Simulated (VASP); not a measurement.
Runs of VASP 6.6.1 on Al. Symmetry: Im-3m, No. 229, cubic system. Conventional cell: a = 3.214 Å, b = 3.214 Å, c = 3.214 Å, α = 90.00°, β = 90.00°, γ = 90.00°. Around Al (site symmetry m-3m) lie 8 Al at 2.78 Å. This isn't the form of Al at room conditions, which is fcc.

```csv
level,k mesh,cutoff (eV),smearing,further INCAR settings,gap on the mesh (eV),pressure (GPa)
PBEsol,18 × 18 × 18,520,gaussian 0.5 eV,ALGO = Fast; EDIFF = 1e-06,none,0.1
PBEsol,18 × 18 × 18,700,gaussian 0.1 eV,ALGO = Fast; EDIFF = 1e-06,none,0.0
r2SCAN,18 × 18 × 18,520,gaussian 0.1 eV,ALGO = Normal; EDIFF = 1e-06,none,(a)
PBEsol,18 × 18 × 18,900,gaussian 0.1 eV,ALGO = Fast; EDIFF = 1e-06,none,0.0
PBEsol,28 × 28 × 28,520,gaussian 0.1 eV,ALGO = Fast; EDIFF = 1e-06,none,-0.1
```

Alike in all rows: task single point; potentials or basis VASP PAW PBE potentials, release 64 (Al); no spin polarisation; cell as given.

**Question.** Estimate the missing entries.

**Answer.** (a) -2.1.

Caveats: the PAW data sets were made with another functional, which shifts forces and pressure a little.

A gap of «none» marks a metal or a gap under the smearing width.
